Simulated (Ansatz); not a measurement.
# C: an axial (c/a) deformation path

The task, for C: look for other minima along an axial (c/a) path.

A COD entry behind a cell of this session may itself be a prediction, so a difference from it is no test against experiment.

Method: DFT PBE, scalar-relativistic, plane waves, PAW, in Ansatz 0.2.0.

1 further run of the same task is left out (set aside as unsound or not needed).

**1. Starting point**

It takes space group P6_3/mmc (No. 194, hexagonal). The conventional cell has a = 2.512 Å, b = 2.512 Å, c = 4.180 Å, α = 90.00°, β = 90.00°, γ = 120.00°. C (site symmetry 3m) has 4 C at 1.54 to 1.57 Å as nearest neighbours.

Coordinates:

```cif
data_structure
_symmetry_space_group_name_H-M 'P 1'
_symmetry_Int_Tables_number 1
_cell_length_a 2.5116
_cell_length_b 2.5116
_cell_length_c 4.1804
_cell_angle_alpha 90.000
_cell_angle_beta 90.000
_cell_angle_gamma 120.000
_cell_volume 22.84
loop_
_atom_site_label
_atom_site_type_symbol
_atom_site_fract_x
_atom_site_fract_y
_atom_site_fract_z
_atom_site_occupancy
C1 C 0.33333 0.66667 0.06273 1
C2 C 0.66667 0.33333 0.56273 1
C3 C 0.33333 0.66667 0.43727 1
C4 C 0.66667 0.33333 0.93727 1
```

It is the result of an earlier relaxation at this level (volume 5.71 Å³/atom; gap on the mesh: 3.35 eV).

**2. Next: an axial (c/a) deformation path**

At fixed volume and fractional coordinates, lengths along (0.000, 0.000, 1.000) are scaled against those across it; ρ is that ratio over its starting value.

**3. Point ρ = 0.850**

input.yaml reads:

```yaml
crystal:
  lattice:
    - [2.6513752421, 0.0, 0.0]
    - [-1.325687621, 2.2961583146, 0.0]
    - [0.0, 0.0, 3.7511056948]
  atoms:
    - { symbol: C, position: [0.3333333333, 0.6666666667, 0.0627318025] }
    - { symbol: C, position: [0.6666666667, 0.3333333333, 0.5627318025] }
    - { symbol: C, position: [0.3333333333, 0.6666666667, 0.4372681975] }
    - { symbol: C, position: [0.6666666667, 0.3333333333, 0.9372681975] }
basis:
  ecutwfc: 420
kpoints:
  mp_grid: { grid: [12, 12, 6] }
hamiltonian:
  xc: pbe
scf:
  occupations: { method: gaussian, width: 0.05 }
output:
  forces: true
  stress: true
  eigenvalues: true
```

Command:

```sh
$ ansatz run input.yaml --threads 1 --pin off --max-ram 2560MiB --backend cpu --events-out ev --progress --plain --runs-dir out
```

The program printed, cut to the lines that bear on the results:

```text
Warning: RAYON_NUM_THREADS=1 ignored (pool sized by the plan → 1); use --threads N
[...]
Pseudopotentials: kind: paw
Pseudopotential: C, paw, valence charge 4, recommended cutoff 420 eV (normal), C.paw.azcp
Functional definition: PBE
[...]
Crystal: 4 atoms, lattice volume = 22.837 Å³
Basis set: ecut = 420 eV, 463 PW (Γ), exchange–correlation on 36×36×54 points (8 copies of the dense FFT grid, shifted against one another)
Bands: 12, of which v1, the nominal top of the filled ones, is band 8 counted from 1 (7 counted from 0)
Symmetry: 24 space group operations
Space group: P63/mmc (ITA 194), of the structure as read, at distance tolerance 2.8e-5 Å
k-points: 76 of 864
[...]
SCF iter   1: F=—  HF=-1001.383644 eV  |F-HF|=—  |Δ(HF+E_count)|=         —  Δρ=7.93e-3  dr2=7.58e-3  ethr=1.77e-3  ⟨swp⟩=5.8  Hψ=5341  notcnv=0
[...]
SCF iter   6: F=-1001.381469 eV  HF=-1001.381469 eV  |F-HF|=1.72e-11  |Δ(HF+E_count)|=   3.29e-9  Δρ=3.57e-7  dr2=1.16e-11  ethr=1.37e-11  ⟨swp⟩=1.4  Hψ=2777  notcnv=0
[...]
SCF converged after 6 iterations
Free energy (F): -1001.381469 eV
[...]
E sigma→0 (E₀):  -1001.381469 eV
Fermi energy:    14.863703 eV
[...]
--- Forces (eV/Å), atoms counted from 1 ---
  atom   1  C      0.00000000    -0.00000000    -1.65663129
  atom   2  C      0.00000000     0.00000000    -1.65663129
  atom   3  C      0.00000000    -0.00000000     1.65663129
  atom   4  C     -0.00000000     0.00000000     1.65663129
[...]
--- Stress (GPa, compression-positive) ---
      -60.630092      -0.000000       0.000000
       -0.000000     -60.630092       0.000000
        0.000000       0.000000     177.308069
  P = ⅓ Tr σ = 18.6826 GPa (186.826 kbar)
--- Band table (eV; the first three rows and the last of 76) ---
  k-point 0: bands = ["-8.3236", "-0.3784", "-0.1591", "8.8248", "8.8248", "12.2941", "13.9859", "13.9859", "16.5367", "16.5367", "17.5165", "22.0190"]
[...]
```

It took 0.67 s on 1 thread of Intel Xeon 6975P-C (Granite Rapids), shared host; peak memory 0.34 GiB.

**4. Point ρ = 1.200**

input.yaml, as its differences from that of step 3:

```diff
@@ -2,5 +2,5 @@
   lattice:
-    - [2.6513752421, 0.0, 0.0]
-    - [-1.325687621, 2.2961583146, 0.0]
-    - [0.0, 0.0, 3.7511056948]
+    - [2.363471791, 0.0, 0.0]
+    - [-1.1817358955, 2.0468266121, 0.0]
+    - [0.0, 0.0, 4.7206396335]
   atoms:
@@ -22 +22,5 @@
   eigenvalues: true
+  write_density: true
+  write_potential: true
+  elf: true
+  volumetric_format: npy
```

Command:

```sh
$ ansatz run input.yaml --threads 1 --pin off --max-ram 2560MiB --backend cpu --events-out ev --progress --plain --runs-dir out
```

The program printed, cut to the lines that bear on the results:

```text
[...]
SCF converged after 6 iterations
Free energy (F): -1001.316646 eV
[...]
E sigma→0 (E₀):  -1001.316605 eV
Entropy (-TS):   -0.000082 eV (-0.021 meV/atom)
Fermi energy:    13.718759 eV
[...]
--- Forces (eV/Å), atoms counted from 1 ---
  atom   1  C      0.00000000     0.00000000    -1.32021020
  atom   2  C     -0.00000000    -0.00000000    -1.32021020
  atom   3  C     -0.00000000     0.00000000     1.32021020
  atom   4  C     -0.00000000    -0.00000000     1.32021020
[...]
--- Stress (GPa, compression-positive) ---
       83.474716      -0.000000       0.000000
       -0.000000      83.474716      -0.000000
        0.000000      -0.000000    -116.706333
  P = ⅓ Tr σ = 16.7477 GPa (167.477 kbar)
--- Band table (eV; the first three rows and the last of 76) ---
  k-point 0: bands = ["-8.4075", "-5.0941", "0.0031", "12.0081", "12.1673", "12.1673", "13.6925", "13.6925", "13.7225", "20.5458", "20.5458", "23.1724"]
[...]
```

It took 0.85 s on 1 thread of Intel Xeon 6975P-C (Granite Rapids), shared host; peak memory 0.35 GiB.

Density in a lattice plane of the grid's cell (edges 2.36 and 4.72 Å, at 0.333 of the third edge), which holds C.

Ten even steps from ' ' (0.11 e/Å³) to '@' (1.89 e/Å³):
```
==------==##@@@@@@@@@@##
--::..::--++##%%%%%%##++
....  ....--++######++--
..      ..::--++**++--::
          ..--==++==--..
..      ..::--++**++--::
....  ....--++######++--
--::..::--++##%%%%%%##++
==------==##@@@@@@@@@@##
++======++##%%@@%%@@%%##
==========++++**++**++++
----------------::------
..::::::................
..........              
  ......                
..........              
..::::::................
----------------::------
==========++++**++**++++
++======++##%%@@%%@@%%##
```
Columns run along the first of these edges and rows up along the second, over one cell in 12 and 20 even steps from the bottom left corner. Atoms in the plane (fractional): C at (0.67, 0.56), C at (0.67, 0.94).

ELF in the same plane.

Ten even steps from ' ' (0.00) to '@' (0.93):
```
%%**++**%%%%**..  ..**%%
**==--==**##++::  ::++##
==::..::==****++++++****
--..  ..--**%%@@@@@@%%**
--      --**%%@@@@@@%%**
--..  ..--**%%@@@@@@%%**
==::..::==****++++++****
**==--==**##++::  ::++##
%%**++**%%%%**..  ..**%%
%%##**##%%@@##--..--##@@
%%##**##%%%%##++==++##%%
****++******++==--==++**
==++++++====::::..::::==
--==++==--::..      ..::
::==++==::..          ..
--==++==--::..      ..::
==++++++====::::..::::==
****++******++==--==++**
%%##**##%%%%##++==++##%%
%%##**##%%@@##--..--##@@
```
Columns run along the first of these edges and rows up along the second, over one cell in 12 and 20 even steps from the bottom left corner. Atoms in the plane (fractional): C at (0.67, 0.56), C at (0.67, 0.94).

Both are smooth fields of the valence electrons: close to the nuclei they are not physical.

The highest ELF values outside the cores: 0.94 on the C–C line, 0.7 Å from C.

**5. At ρ = 0.920**

input.yaml, as its differences from that of step 4:

```diff
@@ -2,5 +2,5 @@
   lattice:
-    - [2.363471791, 0.0, 0.0]
-    - [-1.1817358955, 2.0468266121, 0.0]
-    - [0.0, 0.0, 4.7206396335]
+    - [2.5823487624, 0.0, 0.0]
+    - [-1.2911743812, 2.2363796297, 0.0]
+    - [0.0, 0.0, 3.9543208304]
   atoms:
@@ -22,5 +22 @@
   eigenvalues: true
-  write_density: true
-  write_potential: true
-  elf: true
-  volumetric_format: npy
```

Command:

```sh
$ ansatz run input.yaml --threads 1 --pin off --max-ram 2560MiB --backend cpu --events-out ev --progress --plain --runs-dir out
```

The program printed, cut to the lines that bear on the results:

```text
[...]
SCF converged after 6 iterations
Free energy (F): -1002.693941 eV
[...]
E sigma→0 (E₀):  -1002.693941 eV
Fermi energy:    15.241396 eV
[...]
--- Forces (eV/Å), atoms counted from 1 ---
  atom   1  C     -0.00000000    -0.00000000    -0.43374759
  atom   2  C      0.00000000     0.00000000    -0.43374759
  atom   3  C     -0.00000000    -0.00000000     0.43374759
  atom   4  C      0.00000000     0.00000000     0.43374759
[...]
--- Stress (GPa, compression-positive) ---
      -33.036444      -0.000000      -0.000000
        0.000000     -33.036444      -0.000000
       -0.000000      -0.000000      80.719493
  P = ⅓ Tr σ = 4.8822 GPa (48.822 kbar)
--- Band table (eV; the first three rows and the last of 76) ---
  k-point 0: bands = ["-8.2412", "-1.4314", "-0.2463", "9.6083", "9.6083", "12.8279", "13.6571", "13.6571", "17.4734", "17.4734", "19.4415", "20.8959"]
[...]
```

It took 0.66 s on 1 thread of Intel Xeon 6975P-C (Granite Rapids), shared host; peak memory 0.34 GiB.

**6. At ρ = 1.100**

input.yaml, as its differences from that of step 5:

```diff
@@ -2,5 +2,5 @@
   lattice:
-    - [2.5823487624, 0.0, 0.0]
-    - [-1.2911743812, 2.2363796297, 0.0]
-    - [0.0, 0.0, 3.9543208304]
+    - [2.4330252168, 0.0, 0.0]
+    - [-1.2165126084, 2.1070616458, 0.0]
+    - [0.0, 0.0, 4.4545975553]
   atoms:
```

Command:

```sh
$ ansatz run input.yaml --threads 1 --pin off --max-ram 2560MiB --backend cpu --events-out ev --progress --plain --runs-dir out
```

The program printed, cut to the lines that bear on the results:

```text
Warning: RAYON_NUM_THREADS=1 ignored (pool sized by the plan → 1); use --threads N
[...]
Pseudopotentials: kind: paw
Pseudopotential: C, paw, valence charge 4, recommended cutoff 420 eV (normal), C.paw.azcp
Functional definition: PBE
[...]
Crystal: 4 atoms, lattice volume = 22.837 Å³
Basis set: ecut = 420 eV, 429 PW (Γ), exchange–correlation on 36×36×60 points (8 copies of the dense FFT grid, shifted against one another)
Bands: 12, of which v1, the nominal top of the filled ones, is band 8 counted from 1 (7 counted from 0)
Symmetry: 24 space group operations
Space group: P63/mmc (ITA 194), of the structure as read, at distance tolerance 2.8e-5 Å
k-points: 76 of 864
[...]
SCF iter   1: F=—  HF=-1002.615740 eV  |F-HF|=—  |Δ(HF+E_count)|=         —  Δρ=5.98e-3  dr2=4.04e-3  ethr=1.77e-3  ⟨swp⟩=5.6  Hψ=5244  notcnv=0
[...]
SCF iter   6: F=-1002.615116 eV  HF=-1002.615116 eV  |F-HF|=3.33e-11  |Δ(HF+E_count)|=   3.59e-9  Δρ=4.07e-7  dr2=1.38e-11  ethr=1.20e-11  ⟨swp⟩=1.4  Hψ=2789  notcnv=0
[...]
SCF converged after 6 iterations
Free energy (F): -1002.615116 eV
[...]
E sigma→0 (E₀):  -1002.615116 eV
Fermi energy:    14.798081 eV
[...]
--- Forces (eV/Å), atoms counted from 1 ---
  atom   1  C     -0.00000000    -0.00000000    -0.37372838
  atom   2  C      0.00000000     0.00000000    -0.37372838
  atom   3  C      0.00000000    -0.00000000     0.37372838
  atom   4  C      0.00000000     0.00000000     0.37372838
[...]
--- Stress (GPa, compression-positive) ---
       41.885600       0.000000       0.000000
        0.000000      41.885600       0.000000
        0.000000       0.000000     -69.742739
  P = ⅓ Tr σ = 4.6762 GPa (46.762 kbar)
--- Band table (eV; the first three rows and the last of 76) ---
  k-point 0: bands = ["-8.2711", "-3.9883", "-0.0415", "11.3276", "11.3276", "12.6959", "13.4896", "13.4896", "16.1059", "19.5564", "19.5564", "23.0107"]
[...]
```

Run time: 0.67 s. Hardware: 1 thread of Intel Xeon 6975P-C (Granite Rapids), shared host; peak memory 0.34 GiB.

**7. Point ρ = 0.960**

input.yaml, as its differences from that of step 6:

```diff
@@ -2,5 +2,5 @@
   lattice:
-    - [2.4330252168, 0.0, 0.0]
-    - [-1.2165126084, 2.1070616458, 0.0]
-    - [0.0, 0.0, 4.4545975553]
+    - [2.5459728077, 0.0, 0.0]
+    - [-1.2729864038, 2.2048771288, 0.0]
+    - [0.0, 0.0, 4.0681239142]
   atoms:
```

Command:

```sh
$ ansatz run input.yaml --threads 1 --pin off --max-ram 2560MiB --backend cpu --events-out ev --progress --plain --runs-dir out
```

The program printed, cut to the lines that bear on the results:

```text
[...]
SCF converged after 6 iterations
Free energy (F): -1003.030682 eV
[...]
E sigma→0 (E₀):  -1003.030682 eV
Fermi energy:    15.229983 eV
[...]
--- Forces (eV/Å), atoms counted from 1 ---
  atom   1  C      0.00000000    -0.00000000    -0.11262191
  atom   2  C     -0.00000000     0.00000000    -0.11262191
  atom   3  C      0.00000000    -0.00000000     0.11262191
  atom   4  C     -0.00000000     0.00000000     0.11262191
[...]
--- Stress (GPa, compression-positive) ---
      -16.622501      -0.000000       0.000000
       -0.000000     -16.622501       0.000000
        0.000000       0.000000      36.957884
  P = ⅓ Tr σ = 1.2376 GPa (12.376 kbar)
--- Band table (eV; the first three rows and the last of 76) ---
  k-point 0: bands = ["-8.2196", "-2.0788", "-0.1845", "10.0217", "10.0217", "12.9743", "13.5448", "13.5448", "17.9742", "17.9742", "19.9117", "20.4965"]
[...]
```

It took 0.72 s on 1 thread of Intel Xeon 6975P-C (Granite Rapids), shared host; peak memory 0.34 GiB.

**8. Point ρ = 1.050**

input.yaml, as its differences from that of step 7:

```diff
@@ -2,5 +2,5 @@
   lattice:
-    - [2.5459728077, 0.0, 0.0]
-    - [-1.2729864038, 2.2048771288, 0.0]
-    - [0.0, 0.0, 4.0681239142]
+    - [2.4710473772, 0.0, 0.0]
+    - [-1.2355236886, 2.1399898026, 0.0]
+    - [0.0, 0.0, 4.3185658915]
   atoms:
```

Command:

```sh
$ ansatz run input.yaml --threads 1 --pin off --max-ram 2560MiB --backend cpu --events-out ev --progress --plain --runs-dir out
```

The program printed, cut to the lines that bear on the results:

```text
[...]
SCF converged after 6 iterations
Free energy (F): -1002.994062 eV
[...]
E sigma→0 (E₀):  -1002.994062 eV
Fermi energy:    15.105170 eV
[...]
--- Forces (eV/Å), atoms counted from 1 ---
  atom   1  C     -0.00000000    -0.00000000    -0.09027846
  atom   2  C     -0.00000000     0.00000000    -0.09027846
  atom   3  C     -0.00000000    -0.00000000     0.09027846
  atom   4  C     -0.00000000     0.00000000     0.09027846
[...]
--- Stress (GPa, compression-positive) ---
       20.907883      -0.000000      -0.000000
       -0.000000      20.907883       0.000000
       -0.000000       0.000000     -38.350054
  P = ⅓ Tr σ = 1.1552 GPa (11.552 kbar)
--- Band table (eV; the first three rows and the last of 76) ---
  k-point 0: bands = ["-8.2320", "-3.3620", "-0.0803", "10.8836", "10.8836", "12.9189", "13.4586", "13.4586", "17.4348", "19.0211", "19.0211", "22.7525"]
[...]
```

Run time: 0.69 s. Hardware: 1 thread of Intel Xeon 6975P-C (Granite Rapids), shared host; peak memory 0.31 GiB.

**9. At ρ = 0.800**

input.yaml, as its differences from that of step 8:

```diff
@@ -2,5 +2,5 @@
   lattice:
-    - [2.4710473772, 0.0, 0.0]
-    - [-1.2355236886, 2.1399898026, 0.0]
-    - [0.0, 0.0, 4.3185658915]
+    - [2.705499821, 0.0, 0.0]
+    - [-1.3527499105, 2.3430315749, 0.0]
+    - [0.0, 0.0, 3.6025222816]
   atoms:
```

Command:

```sh
$ ansatz run input.yaml --threads 1 --pin off --max-ram 2560MiB --backend cpu --events-out ev --progress --plain --runs-dir out
```

The program printed, cut to the lines that bear on the results:

```text
Warning: RAYON_NUM_THREADS=1 ignored (pool sized by the plan → 1); use --threads N
[...]
Pseudopotentials: kind: paw
Pseudopotential: C, paw, valence charge 4, recommended cutoff 420 eV (normal), C.paw.azcp
Functional definition: PBE
[...]
Crystal: 4 atoms, lattice volume = 22.837 Å³
Basis set: ecut = 420 eV, 451 PW (Γ), exchange–correlation on 40×40×50 points (8 copies of the dense FFT grid, shifted against one another)
Bands: 12, of which v1, the nominal top of the filled ones, is band 8 counted from 1 (7 counted from 0)
Symmetry: 24 space group operations
Space group: P63/mmc (ITA 194), of the structure as read, at distance tolerance 2.8e-5 Å
k-points: 76 of 864
[...]
SCF iter   1: F=—  HF=-999.719798 eV  |F-HF|=—  |Δ(HF+E_count)|=         —  Δρ=1.42e-2  dr2=2.26e-2  ethr=1.77e-3  ⟨swp⟩=5.7  Hψ=5289  notcnv=0
[...]
SCF iter   6: F=-999.711635 eV  HF=-999.711635 eV  |F-HF|=6.46e-11  |Δ(HF+E_count)|=   3.65e-9  Δρ=6.29e-7  dr2=3.69e-11  ethr=1.90e-11  ⟨swp⟩=1.7  Hψ=2870  notcnv=0
[...]
SCF converged after 6 iterations
Free energy (F): -999.711635 eV
[...]
E sigma→0 (E₀):  -999.711635 eV
Fermi energy:    14.623760 eV
[...]
--- Forces (eV/Å), atoms counted from 1 ---
  atom   1  C     -0.00000000    -0.00000000    -3.22756599
  atom   2  C      0.00000000    -0.00000000    -3.22756599
  atom   3  C      0.00000000     0.00000000     3.22756599
  atom   4  C     -0.00000000    -0.00000000     3.22756599
[...]
--- Stress (GPa, compression-positive) ---
      -78.364142      -0.000000      -0.000000
        0.000000     -78.364142      -0.000000
       -0.000000      -0.000000     264.745326
  P = ⅓ Tr σ = 36.0057 GPa (360.057 kbar)
--- Band table (eV; the first three rows and the last of 76) ---
  k-point 0: bands = ["-8.4201", "-0.4909", "0.8786", "8.2110", "8.2110", "11.6995", "14.3441", "14.3441", "15.8147", "15.8147", "16.0770", "22.3128"]
[...]
```

Run time: 0.78 s. Hardware: 1 thread of Intel Xeon 6975P-C (Granite Rapids), shared host; peak memory 0.32 GiB.

**10. Point ρ = 1.300**

input.yaml, as its differences from that of step 9:

```diff
@@ -2,5 +2,5 @@
   lattice:
-    - [2.705499821, 0.0, 0.0]
-    - [-1.3527499105, 2.3430315749, 0.0]
-    - [0.0, 0.0, 3.6025222816]
+    - [2.3012460414, 0.0, 0.0]
+    - [-1.1506230207, 1.9929375322, 0.0]
+    - [0.0, 0.0, 4.9793836141]
   atoms:
@@ -22 +22,5 @@
   eigenvalues: true
+  write_density: true
+  write_potential: true
+  elf: true
+  volumetric_format: npy
```

Command:

```sh
$ ansatz run input.yaml --threads 1 --pin off --max-ram 2560MiB --backend cpu --events-out ev --progress --plain --runs-dir out
```

The program printed, cut to the lines that bear on the results:

```text
Warning: RAYON_NUM_THREADS=1 ignored (pool sized by the plan → 1); use --threads N
[...]
Pseudopotentials: kind: paw
Pseudopotential: C, paw, valence charge 4, recommended cutoff 420 eV (normal), C.paw.azcp
Functional definition: PBE
[...]
Crystal: 4 atoms, lattice volume = 22.837 Å³
Basis set: ecut = 420 eV, 449 PW (Γ), exchange–correlation on 32×32×72 points (8 copies of the dense FFT grid, shifted against one another)
Bands: 12, of which v1, the nominal top of the filled ones, is band 8 counted from 1 (7 counted from 0)
Symmetry: 24 space group operations
Space group: P63/mmc (ITA 194), of the structure as read, at distance tolerance 2.8e-5 Å
k-points: 76 of 864
[...]
SCF iter   1: F=—  HF=-999.544822 eV  |F-HF|=—  |Δ(HF+E_count)|=         —  Δρ=1.36e-2  dr2=2.05e-2  ethr=1.77e-3  ⟨swp⟩=5.7  Hψ=5341  notcnv=0
[...]
SCF iter   6: F=-999.541663 eV  HF=-999.541663 eV  |F-HF|=2.57e-11  |Δ(HF+E_count)|=   1.88e-9  Δρ=7.10e-7  dr2=5.13e-11  ethr=2.42e-11  ⟨swp⟩=5.6  Hψ=5075  notcnv=0
[...]
SCF converged after 6 iterations
Free energy (F): -999.541663 eV
[...]
E sigma→0 (E₀):  -999.541405 eV
Entropy (-TS):   -0.000517 eV (-0.129 meV/atom)
Fermi energy:    13.525638 eV
[...]
--- Forces (eV/Å), atoms counted from 1 ---
  atom   1  C     -0.00000000    -0.00000000    -2.52329688
  atom   2  C     -0.00000000     0.00000000    -2.52329688
  atom   3  C     -0.00000000    -0.00000000     2.52329688
  atom   4  C     -0.00000000     0.00000000     2.52329688
[...]
--- Stress (GPa, compression-positive) ---
      121.102817       0.000000       0.000000
        0.000000     121.102817       0.000000
        0.000000       0.000000    -142.368145
  P = ⅓ Tr σ = 33.2792 GPa (332.792 kbar)
--- Band table (eV; the first three rows and the last of 76) ---
  k-point 0: bands = ["-8.6189", "-6.0629", "0.0189", "11.1669", "11.6902", "12.9480", "12.9480", "14.0239", "14.0239", "21.4225", "21.4225", "23.4024"]
[...]
```

Run time: 0.91 s. Hardware: 1 thread of Intel Xeon 6975P-C (Granite Rapids), shared host; peak memory 0.34 GiB.

Density in a lattice plane of the grid's cell (edges 2.30 and 4.98 Å, at 0.333 of the third edge), which holds C.

Ten even steps from ' ' (0.11 e/Å³) to '@' (1.91 e/Å³):
```
++------++##@@@@@@@@@@##
--::..::--++##%%%%%%##++
....  ....--++**##**++--
..      ..::--==++==--::
          ..::--==--::..
..      ..::--==++==--::
....  ....--++**##**++--
--::..::--++##%%%%%%##++
++------++##@@@@@@@@@@##
++======++##%%%%%%%%%%##
++======++++++++++++++++
------------::::::::::--
..::::::........  ......
..........              
  ......                
..........              
..::::::........  ......
------------::::::::::--
++======++++++++++++++++
++======++##%%%%%%%%%%##
```
Columns run along the first of these edges and rows up along the second, over one cell in 12 and 20 even steps from the bottom left corner. Atoms in the plane (fractional): C at (0.67, 0.56), C at (0.67, 0.94).

ELF in the same plane.

Ten even steps from '0' (0.01) to '9' (0.91):
```
865688610168
643467520257
521256765676
310136899986
300036899986
310136899986
521256765676
643467510157
865688510158
876789731379
876788753578
666666543456
555554211124
355432100012
345431000001
345432000002
555553211123
666666543456
876788753578
876789731379
```
Columns run along the first of these edges and rows up along the second, over one cell in 12 and 20 even steps from the bottom left corner. Atoms in the plane (fractional): C at (0.67, 0.56), C at (0.67, 0.94).

Both are smooth fields of the valence electrons: close to the nuclei they are not physical.

Maxima of ELF outside the ion cores: 0.94 on the C–C line, 0.7 Å from C.

**11. The scan collected**

Collected from the runs (energy zero: the undisturbed cell):

```
    ρ  ΔE (meV/atom)  pressure (GPa)  gap on the mesh (eV)  space group
0.800          855.4            36.0                  0.56     P6_3/mmc
0.850          438.0            18.7                  1.76     P6_3/mmc
0.920          109.9             4.9                  3.17     P6_3/mmc
0.960           25.7             1.2                  3.37     P6_3/mmc
1.000            0.0             0.0                  3.35     P6_3/mmc
1.050           34.8             1.2                  3.29     P6_3/mmc
1.100          129.6             4.7                  2.62     P6_3/mmc
1.200          454.2            16.7                  0.03     P6_3/mmc
1.300          897.9            33.3                  0.00     P6_3/mmc
```

Where the gap reads zero, the mesh chosen for the insulator is on the coarse side.

**12. Outcome**

| quantity | value |
| --- | --- |
| highest point | 897.9 meV/atom at ρ = 1.300 |

What this shows: The undisturbed cell stays the lowest of the sampled points. No sampled point inside the path is a dip, apart from those named. The gap on the mesh, 3.35 eV at the start, reads zero at ρ = 1.300.
